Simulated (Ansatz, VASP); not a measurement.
As in VASP and in Ansatz

```
CELL_PARAMETERS angstrom
1.89008 1.09124 3.37638
-1.89008 1.09124 3.37638
0.00000 -2.18248 3.37638
ATOMIC_POSITIONS crystal
As 0.76965 0.76965 0.76965
As 0.23035 0.23035 0.23035
```

Alike in both runs: functional PBE; dispersion D3(BJ); k mesh 15 × 15 × 15; occupations fermi-dirac, width 0.15 eV; no spin polarisation.

Ansatz relaxed the structure, and its values are those at the end. VASP's run is a single point on that final structure, the one shown.

|  | VASP | Ansatz |
| --- | --- | --- |
| version | VASP 6.6.1 | Ansatz 0.2.0 |
| potentials or method | VASP PAW PBE potentials, release 64 (As) | scalar-relativistic, plane waves, PAW |
| plane-wave cutoff (eV) | 520 | 420 |
| valence electrons in the cell | 10 | 30 |

|  | VASP | Ansatz | Ansatz less VASP |
| --- | --- | --- | --- |
| gap on the k mesh at the Fermi level (eV) | none | none | - |
| pressure (GPa) | 0.3 | 0.0 | -0.30 |
| rms of the force components (eV/Å) | 0.028 | 0.000 | -0.0271 |

A gap of «none» marks a metal or a gap that the smearing closes. The two sets of potentials don't hold the same shells in valence.

Caveats: pairwise dispersion overbinds metals, which lowers pressure and volume.
